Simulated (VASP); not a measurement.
# PtS2 (P-3m1) in VASP: single point with PBEsol

Aim: the single point of PtS2 with PBEsol.

Everything below comes from runs of VASP 6.6.1. Logs are shortened: lines on timing, memory, paths and dates and some standing lists are left out, and cuts for length are marked.

## (1) The structure

It takes space group P-3m1 (No. 164, trigonal). Conventional cell: a = 3.568 Å, b = 3.568 Å, c = 4.802 Å, α = 90.00°, β = 90.00°, γ = 120.00°. Around Pt (site symmetry -3m) lie 6 S at 2.38 Å. S (site symmetry 3m) has 3 Pt at 2.38 Å as nearest neighbours.

The cell is a database's computed one.

## (2) Single point, PBEsol, non-collinear spin, zero start, spin-orbit coupling

File INCAR:

```
SYSTEM = PtS2
PREC = Accurate ; ENCUT = 520
EDIFF = 1E-7 ; ISMEAR = 0
SIGMA = 0.02 ; LREAL = .FALSE.
LASPH = .TRUE. ; NELM = 80
ALGO = Normal ; ISIF = 2
LWAVE = .FALSE. ; LCHARG = .FALSE.
LNONCOLLINEAR = .TRUE. ; MAGMOM = 0 0 0 0 0 0 0 0 0
LORBIT = 11 ; LSORBIT = .TRUE.
GGA_COMPAT = .FALSE. ; LMAXMIX = 4
GGA = PS ; NBANDS = 35
```

File KPOINTS:

```
regular mesh
0
G
  9 9 6
  0 0 0
```

File POSCAR:

```
PtS2
1.0
    3.5675900000      0.0000000000      0.0000000000
   -1.7837900000      3.0896200000      0.0000000000
    0.0000000000      0.0000000000      4.8017200000
Pt S
1 2
Direct
    0.0000000000      0.0000000000      0.0000000000
    0.6666700000      0.3333300000      0.7506900000
    0.3333300000      0.6666700000      0.2493100000
```

Potentials or basis: VASP PAW PBE potentials, release 64 (Pt, S).

Run with:

```console
cat potpaw_PBE.64/Pt/POTCAR potpaw_PBE.64/S/POTCAR > POTCAR
mpirun -np 1 vasp_ncl > vasp.out
```

OUTCAR:

```text
SYSTEM = PtS2
   PREC = Accurate
   ENCUT = 520
   EDIFF = 1E-7
   ISMEAR = 0
   LREAL = .FALSE.
   LASPH = .TRUE.
   NELM = 80
   ISIF = 2
   LNONCOLLINEAR = .TRUE.
   LORBIT = 11
   LSORBIT = .TRUE.
   GGA = PS

 ion  position               nearest neighbor table
   1  0.000  0.000  0.000-   2 2.38   3 2.38   3 2.38   2 2.38   2 2.38   3 2.38
   2  0.667  0.333  0.751-   1 2.38   1 2.38   1 2.38
   3  0.333  0.667  0.249-   1 2.38   1 2.38   1 2.38

  LATTYP: Found a hexagonal cell.
 ALAT       =     3.5675900000
 C/A-ratio  =     1.3459282036

  Lattice vectors:

 A1 = (   3.5675900000,   0.0000000000,   0.0000000000)
 A2 = (  -1.7837900000,   3.0896200000,   0.0000000000)
 A3 = (   0.0000000000,   0.0000000000,   4.8017200000)

Analysis of symmetry for initial positions (statically):
=====================================================================
 Subroutine PRICEL returns:
 Original cell was already a primitive cell.

 Routine SETGRP: Setting up the symmetry group for a
 hexagonal supercell.

 Subroutine GETGRP returns: Found  4 space group operations
 (whereof  4 operations were pure point group operations)
 out of a pool of 24 trial point group operations.

The static configuration has the point symmetry C_2h.

Analysis of symmetry for dynamics (positions and initial velocities):
=====================================================================
 Subroutine PRICEL returns:
 Original cell was already a primitive cell.

 Routine SETGRP: Setting up the symmetry group for a
 hexagonal supercell.

 Subroutine GETGRP returns: Found  4 space group operations
 (whereof  4 operations were pure point group operations)
 out of a pool of 24 trial point group operations.

The dynamic configuration has the point symmetry C_2h.

Analysis of structural, dynamic, and magnetic symmetry:
=====================================================================
 Subroutine PRICEL returns:
 Original cell was already a primitive cell.

 Routine SETGRP: Setting up the symmetry group for a
 hexagonal supercell.

 Subroutine GETGRP returns: Found  4 space group operations
 (whereof  4 operations were pure point group operations)
 out of a pool of 24 trial point group operations.

The overall configuration has the point symmetry C_2h.

 Subroutine INISYM returns: Found  4 space group operations
 (whereof  4 operations are pure point group operations),
 and found     1 'primitive' translations

----------------------------------------------------------------------------------------

                                     Primitive cell

  volume of cell :      52.9269

  direct lattice vectors                    reciprocal lattice vectors
     3.567590000  0.000000000  0.000000000     0.280301268  0.161831746  0.000000000
    -1.783790000  3.089620000  0.000000000     0.000000000  0.323664399  0.000000000
     0.000000000  0.000000000  4.801720000     0.000000000  0.000000000  0.208258707

  length of vectors
     3.567590000  3.567584408  4.801720000     0.323663892  0.323664399  0.208258707

  position of ions in fractional coordinates (direct lattice)
     0.000000000  0.000000000  0.000000000
     0.666670000  0.333330000  0.750690000
     0.333330000  0.666670000  0.249310000

  ion indices of the primitive-cell ions
   primitive index   ion index
                 1           1
                 2           2
                 3           3

----------------------------------------------------------------------------------------

 KPOINTS: regular mesh

Automatic generation of k-mesh.
 Grid dimensions read from file:
 generate k-points for:    9    9    6

 Generating k-lattice:

  Cartesian coordinates                     Fractional coordinates (reciprocal lattice)
     0.031144585  0.017981305  0.000000000     0.111111111  0.000000000  0.000000000
     0.000000000  0.035962711  0.000000000     0.000000000  0.111111111  0.000000000
     0.000000000  0.000000000  0.034709785     0.000000000  0.000000000  0.166666667

  Length of vectors
     0.035962655  0.035962711  0.034709785

  Shift w.r.t. Gamma in fractional coordinates (k-lattice)
     0.000000000  0.000000000  0.000000000

 Subroutine IBZKPT returns following result:
 ===========================================

 Found    140 irreducible k-points:

 Following reciprocal coordinates:
            Coordinates               Weight
  0.000000  0.000000  0.000000      1.000000
  0.111111 -0.000000  0.000000      4.000000
 -0.111111  0.111111  0.000000      2.000000
  0.222222 -0.000000  0.000000      4.000000
 -0.222222  0.222222  0.000000      2.000000
  0.333333  0.000000  0.000000      4.000000
[... 16 lines left out ...]
 -0.222222 -0.444444  0.000000      4.000000
  0.444444  0.333333  0.000000      4.000000
 [... further k-points ...]
   k-points           NKPTS =    140   k-points in BZ     NKDIM =    140   number of bands    NBANDS=     35
   number of dos      NEDOS =    301   number of ions     NIONS =      3
   total plane-waves  NPLWV =  28224
   dimension x,y,z NGX =    28 NGY =   28 NGZ =   36
   dimension x,y,z NGXF=    56 NGYF=   56 NGZF=   72
   ions per type =               1   2
   NGX,Y,Z   is equivalent  to a cutoff of  13.05, 13.05, 12.46 a.u.
   NGXF,Y,Z  is equivalent  to a cutoff of  26.10, 26.10, 24.93 a.u.
 SYSTEM =  PtS2
   PREC   = accura    normal or accurate (medium, high low for compatibility)
   ISTART =      0    job   : 0-new  1-cont  2-samecut
   ICHARG =      2    charge: 1-file 2-atom 10-const
   ISPIN  =      1    spin polarized calculation?
   LNONCOLLINEAR =      T non collinear calculations
   LSORBIT =      T    spin-orbit coupling
   LASPH  =      T    aspherical Exc in radial PAW
   ENCUT  =  520.0 eV  38.22 Ry    6.18 a.u.   6.63  6.63  8.93*2*pi/ulx,y,z
   NELM   =     80;   NELMIN=  2; NELMDL= -5     # of ELM steps
   EDIFF  = 0.1E-06   stopping-criterion for ELM
   LREAL  =      F    real-space projection
   EDIFFG = 0.1E-05   stopping-criterion for IOM
   NSW    =      0    number of steps for IOM
   IBRION =     -1    ionic relax: 0-MD 1-quasi-New 2-CG
   NFREE  =      0    steps in history (QN), initial steepest desc. (CG)
   ISIF   =      2    stress and relaxation
   ISYM   =      2    0-nonsym 1-usesym 2-fastsym
   POTIM  = 0.5000    time-step for ionic-motion
   TEBEG  =    0.0;   TEEND  =   0.0 temperature during run
   PSTRESS=    0.0 pullay stress
   NELECT =      22.0000    total number of electrons
   NUPDOWN=      -1.0000    fix difference up-down
   EMIN   =  10.00;   EMAX   =-10.00  energy-range for DOS
   EFERMI =   0.00;   METHOD = LEGACY
   ISMEAR =     0;   SIGMA  =   0.02  broadening in eV -4-tet -1-fermi 0-gaus
   EFERMI_NEDOS =   21; number of points for ismear=-14 and -15
   IALGO  =     38    algorithm
   IMIX   =      4    mixing-type and parameters
     AMIX     =   0.40;   BMIX     =  1.00
     AMIX_MAG =   1.60;   BMIX_MAG =  1.00
  volume/ion in A,a.u.               =      17.64       119.06
  Fermi-wavevector in a.u.,A,eV,Ry     =   1.221772  2.308814 20.309776  1.492726
  Thomas-Fermi vector in A             =   2.356942
   LORBIT       =     11    0 simple, 1 ext, 2 COOP (PROOUT), +10 PAW based schemes
   GGA     = PS    functional components
   LHFCALC =     F    Hartree Fock is set to
   AEXX    =    0.0000 exact exchange contribution
   IVDW    =     0    specifies the selected vdW correction
   LEPSILON=     F    determine dielectric tensor
   LRPA    =     F    only Hartree local field effects (RPA)
 Gauss-broadening in eV      SIGMA  =   0.02
  energy-cutoff  :      520.00
  volume of cell :       52.93
 maximum number of plane-waves:      2904
   NGX = 13   NGY = 13   NGZ = 17

 number of electron      21.9999999 magnetization      -0.0000013     -0.0000022     -0.0000000

 number of electron      21.9999999 magnetization       0.0000002      0.0000003     -0.0000000

 number of electron      21.9999999 magnetization       0.0000001      0.0000002      0.0000000

 number of electron      21.9999999 magnetization      -0.0000000     -0.0000001      0.0000000

 Free energy of the ion-electron system (eV)
  ---------------------------------------------------
  ext. energy  EPLUGINS =         0.00000000
  ---------------------------------------------------
  free energy    TOTEN  =       -17.38180464 eV

  energy without entropy =      -17.38180464  energy(sigma->0) =      -17.38180464

 E-fermi :   7.6017     XC(G=0): -11.0761

 val. band max:        7.4603589921   @ k =   0.0000   0.0000   0.0000
 cond. band min:       7.7367800591   @ k =   0.3333   0.3333   0.0000
 fundamental gap:      0.2764210670
 Fermi energy:         7.6016773793

 k-point     1 :       0.0000    0.0000    0.0000
  band No.  band energies     occupation
      1      -8.3229      1.00000
      2      -8.3229      1.00000
      3      -5.0247      1.00000
      4      -5.0247      1.00000
      5      -0.0671      1.00000
      6      -0.0671      1.00000
[... 877 lines left out ...]
     33      16.4403      0.00000
     34      16.4403      0.00000

 [... further k-points ...]

 [bands above 34 left out]

------------------------ aborting loop because EDIFF is reached ----------------------------------------

  FORCE on cell =-STRESS in cart. coord.  units (eV):
  Direction    XX          YY          ZZ          XY          YZ          ZX
  --------------------------------------------------------------------------------------
  -------------------------------------------------------------------------------------
  Total        0.0218337      0.0215839      0.0979932     -0.0002162     -0.0002280      0.0003949
  in kB        0.6609386      0.6533778      2.9664007     -0.0065455     -0.0069022      0.0119537
  external PRESSURE =       1.4269057 kB  Pullay stress =       0.0000000 kB

 VOLUME and BASIS-vectors are now :
 -----------------------------------------------------------------------------
  energy-cutoff  :      520.00
  volume of cell :       52.93
      direct lattice vectors                 reciprocal lattice vectors
     3.567590000  0.000000000  0.000000000     0.280301268  0.161831746  0.000000000
    -1.783790000  3.089620000  0.000000000     0.000000000  0.323664399  0.000000000
     0.000000000  0.000000000  4.801720000     0.000000000  0.000000000  0.208258707

 POSITION                                       TOTAL-FORCE (eV/Angst)
 -----------------------------------------------------------------------------------
      0.00000      0.00000      0.00000         0.000000      0.000000      0.000000
      1.78381      1.02986      3.60460        -0.000189      0.000109     -0.032855
     -0.00001      2.05976      1.19712         0.000189     -0.000109      0.032855
 -----------------------------------------------------------------------------------
    total drift:                                0.000000     -0.000000     -0.000000

  FREE ENERGIE OF THE ION-ELECTRON SYSTEM (eV)
  ---------------------------------------------------
  free  energy   TOTEN  =       -17.3818046350 eV

  energy  without entropy=      -17.3818046350  energy(sigma->0) =      -17.38180464

 Spin-Orbit-Coupling matrix elements

 Ion:    1  E_soc:     -0.7656948
 l=   1
     0.0000000    -0.0352262    -0.0373007
    -0.0352262     0.0000000    -0.0352265
    -0.0373007    -0.0352265     0.0000000
 l=   2
     0.0000000    -0.0205103     0.0000000    -0.0205103    -0.0690953
    -0.0205103     0.0000000    -0.0496978    -0.0245616    -0.0205104
     0.0000000    -0.0496978     0.0000000    -0.0496978     0.0000000
    -0.0205103    -0.0245616    -0.0496978     0.0000000    -0.0205104
    -0.0690953    -0.0205104     0.0000000    -0.0205104     0.0000000
 l=   3
     0.0000000     0.0000000     0.0000000     0.0000000     0.0000000     0.0000000     0.0000000
     0.0000000     0.0000000     0.0000000     0.0000000     0.0000000     0.0000000     0.0000000
     0.0000000     0.0000000     0.0000000     0.0000000     0.0000000     0.0000000     0.0000000
     0.0000000     0.0000000     0.0000000     0.0000000     0.0000000     0.0000000     0.0000000
[... 29 lines left out ...]
 l=   2
     0.0000000     0.0000000     0.0000000     0.0000000     0.0000000
     0.0000000     0.0000000     0.0000000     0.0000000     0.0000000
     0.0000000     0.0000000     0.0000000     0.0000000     0.0000000
     0.0000000     0.0000000     0.0000000     0.0000000     0.0000000
     0.0000000     0.0000000     0.0000000     0.0000000     0.0000000
 l=   3
     0.0000000     0.0000000     0.0000000     0.0000000     0.0000000     0.0000000     0.0000000
     0.0000000     0.0000000     0.0000000     0.0000000     0.0000000     0.0000000     0.0000000
     0.0000000     0.0000000     0.0000000     0.0000000     0.0000000     0.0000000     0.0000000
     0.0000000     0.0000000     0.0000000     0.0000000     0.0000000     0.0000000     0.0000000
     0.0000000     0.0000000     0.0000000     0.0000000     0.0000000     0.0000000     0.0000000
     0.0000000     0.0000000     0.0000000     0.0000000     0.0000000     0.0000000     0.0000000
     0.0000000     0.0000000     0.0000000     0.0000000     0.0000000     0.0000000     0.0000000

 total charge

# of ion       s       p       d       tot
------------------------------------------
    1        0.700   0.809   7.974   9.484
    2        1.358   2.250   0.000   3.609
    3        1.358   2.250   0.000   3.609
--------------------------------------------------
tot          3.417   5.310   7.974  16.701

 magnetization (x)

# of ion       s       p       d       tot
------------------------------------------
    1        0.000  -0.000   0.000   0.000
    2        0.000   0.000   0.000   0.000
    3        0.000   0.000   0.000   0.000
--------------------------------------------------
tot          0.000   0.000   0.000   0.000

 magnetization (y)

# of ion       s       p       d       tot
------------------------------------------
    1        0.000  -0.000   0.000   0.000
    2        0.000   0.000   0.000   0.000
    3        0.000   0.000   0.000   0.000
--------------------------------------------------
tot          0.000   0.000   0.000   0.000

 magnetization (z)

# of ion       s       p       d       tot
------------------------------------------
    1        0.000   0.000   0.000   0.000
    2        0.000   0.000   0.000   0.000
    3        0.000   0.000   0.000   0.000
--------------------------------------------------
tot          0.000   0.000   0.000   0.000
```

Wall time 7 min (1 thread of Intel Xeon Platinum 8259CL at 2.50GHz (Skylake/Cascade Lake), shared host); peak memory 0.53 GiB.

Results:

```
Free energy                                           : -17.3818 eV
Pressure                                              : 0.1 GPa
Largest force                                         : 0.033 eV/Å
Net moment                                            : 0.00 μB per cell
Valence electrons inside the program's atomic spheres : Pt 9.48; S 3.61
```

Forces on the atoms (eV/Å):
```
Pt   0.000  0.000  0.000
S    0.000  0.000 -0.033
S    0.000  0.000  0.033
```

Moments on the atoms (μB; x, y, z):
```
Pt  0.00 0.00 0.00
S   0.00 0.00 0.00
S   0.00 0.00 0.00
```

Caveat: the PAW data sets were made with another functional, which shifts forces and pressure a little.
